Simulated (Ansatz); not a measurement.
**AgCl (Chlorargyrite) in Ansatz: the effect of functional**

Crystal: AgCl (Chlorargyrite).

```
Ag Cl
1.0
     0.00000    2.73500    2.73500
     2.73500    0.00000    2.73500
     2.73500    2.73500    0.00000
Ag Cl
1 1
Direct
  0.00000 0.00000 0.00000
  0.50000 0.50000 0.50000
```

Alike in all runs:

* Program: Ansatz 0.2.0
* Task: single point
* Potentials or basis: all-electron PAW datasets made for the crystal
* k mesh: 6 × 6 × 6
* Occupations: fermi-dirac, width 0.05 eV
* Spin: no spin polarisation

One run gave: gap on the mesh 0.91 eV; pressure 3.9 GPa. Which functional did it use?
A. PBE0
B. PBE
C. HSE06

B.

```csv
functional,cutoff,gap on the mesh (eV),pressure (GPa)
PBE,260 eV (chosen from the basis error),0.91,3.9
HSE06,290 eV (chosen from the basis error),2.40,3.7
PBE0,290 eV (chosen from the basis error),3.10,3.6
```

A k mesh can miss the band edges.

The runs don't all hold the same shells in valence.
